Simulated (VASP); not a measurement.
# Mg, energy difference of two geometries: which settings are enough?

Mg, I4/mmm (no. 139), 1 atom in the cell. PBE, energy difference of two geometries; PAW potentials Mg (PBE set). VASP 6.6.1.

Wanted: energy difference within 0.5 meV/atom.

What the run is for: energy difference; Accuracy asked: standard; Second geometry: volume scaled by 1.06.

The series start from Plane-wave cutoff (eV): 260; Smearing width (eV): 0.1; k-point mesh: 15 × 15 × 15; Precision mode (PREC): Accurate; Electronic threshold (eV): 1e-6; Electronic algorithm: ALGO=Normal. Each series keeps the choices made before it, and each single choice may use up half of a tolerance. Times cover all steps of a run.

## Plane-wave cutoff (eV)

| Plane-wave cutoff (eV) | Energy difference (meV/atom) | Time (s) |
|---|---|---|
| 160 | 4.35 | 5.5 |
| 200 | 4.53 | 8.1 |
| 230 | 4.74 | 10 |
| 260 | 4.89 | 9.4 |
| 300 | 4.98 | 15 |
| 350 | 5.00 | 19 |
| 420 | 5.01 | 20 |
| 520 | 5.03 | 20 |
| 600 (reference) | 5.04 | 39 |

## Smearing width (eV)

| Smearing width (eV) | Energy difference (meV/atom) | Time (s) |
|---|---|---|
| 0.4 | 4.86 | 10 |
| 0.3 | 4.87 | 12 |
| 0.2 | 4.93 | 9.5 |
| 0.15 | 4.91 | 7.8 |
| 0.1 | 4.89 | 9.4 |
| 0.05 (reference) | 4.83 | 8.8 |

## k-point mesh

| k-point mesh | Energy difference (meV/atom) | Time (s) |
|---|---|---|
| 5 × 5 × 5 | 3.97 | 2.6 |
| 6 × 6 × 6 | 4.95 | 3.2 |
| 8 × 8 × 8 | 5.45 | 3.9 |
| 10 × 10 × 10 | 4.38 | 5.9 |
| 12 × 12 × 12 | 5.36 | 5.9 |
| 15 × 15 × 15 | 4.86 | 10 |
| 17 × 17 × 17 | 5.14 | 10 |
| 21 × 21 × 21 | 5.07 | 19 |
| 25 × 25 × 25 (reference) | 4.92 | 26 |

## Precision mode (PREC)

| Precision mode (PREC) | Energy difference (meV/atom) | Time (s) |
|---|---|---|
| SingleN | 4.87 | 4.9 |
| Normal | 4.91 | 5.1 |
| Single | 4.46 | 10 |
| Accurate (reference) | 4.86 | 10 |

## Electronic threshold (eV)

| Electronic threshold (eV) | Energy difference (meV/atom) | Time (s) |
|---|---|---|
| 0.001 | 4.86 | 7.7 |
| 0.0001 | 4.86 | 8.0 |
| 1e-5 | 4.86 | 10 |
| 1e-6 | 4.86 | 10 |
| 1e-7 | 4.86 | 14 |
| 1e-8 (reference) | 4.86 | 12 |

## Electronic algorithm

| Electronic algorithm | Energy difference (meV/atom) | Time (s) |
|---|---|---|
| ALGO=Normal | 4.86 | 7.7 |
| ALGO=Fast | 4.86 | 6.8 |
| ALGO=VeryFast | 4.86 | 10 |
| ALGO=All ISEARCH=1 | 4.87 | 8.8 |
| ALGO=All ISEARCH=0 | 4.87 | 7.1 |
| ALGO=Damped TIME=0.4 | 4.88 | 11 |
| ALGO=Damped TIME=0.1 | 4.92 | 10 |

## Question

The rows run from the loosest to the tightest (no order: electronic algorithm). For each series: choose the loosest value from which every tighter one stays within half of the tolerance; where there is no order, keep the first row unless others stay within half of the tolerance and take at least 30 % less time, and then take the fastest.

## Answer

- Plane-wave cutoff (eV): 260
- Smearing width (eV): 0.4
- k-point mesh: 15 × 15 × 15
- Precision mode (PREC): Accurate, the last of the list; the one before it is off by more than half of the tolerance
- Electronic threshold (eV): 0.001
- Electronic algorithm: ALGO=Normal

## All choices together

| Input | Energy difference (meV/atom) | Time (s) |
|---|---|---|
| the program's defaults (naive) | 3.53 | 1.8 |
| chosen settings | 4.86 | 7.7 |
| reference settings throughout | 5.05 | 145 |

The tolerance is met.

## The input

INCAR:
```
GGA = PE
ISMEAR = 1
SIGMA = 0.4
LWAVE = False
LCHARG = False
ISIF = 2
PREC = Accurate
LASPH = True
LREAL = False
ALGO = Normal
EDIFF = 0.001
NELM = 120
GGA_COMPAT = False
ENCUT = 260
```

KPOINTS:
```
Automatic mesh
0
Gamma
  15 15 15
  0 0 0
```

POSCAR.step1:
```
Mg
1.0
   -1.8359916300      1.8359916300      1.6794040200
    1.8359916300     -1.8359916300      1.6794040200
    1.8359916300      1.8359916300     -1.6794040200
Mg
1
Direct
    0.0000000000      0.0000000000      0.0000000000
```

POSCAR.step2:
```
Mg
1.0
   -1.8720006078      1.8720006078      1.7123418728
    1.8720006078     -1.8720006078      1.7123418728
    1.8720006078      1.8720006078     -1.7123418728
Mg
1
Direct
    0.0000000000      0.0000000000      0.0000000000
```

Commands (each step's output is kept before the next begins):
```
cat potpaw_PBE.64/Mg/POTCAR > POTCAR
cp POSCAR.step1 POSCAR
mpirun -np 1 vasp_std > vasp.out
cp POSCAR.step2 POSCAR
mpirun -np 1 vasp_std > vasp.out
```

The chosen input took VASP 6.6.1 7.7 s on 1 core (Intel Xeon 6975P-C (Granite Rapids)), a shared host.

## An input that fails: too few bands

It runs to its end, but against the unchanged starting input it is off by 2.15 meV/atom in the energy difference.

Changes against the starting input:
```
(all steps)
- NELM = 120
+ NELM = 77
+ NBANDS = 1
```
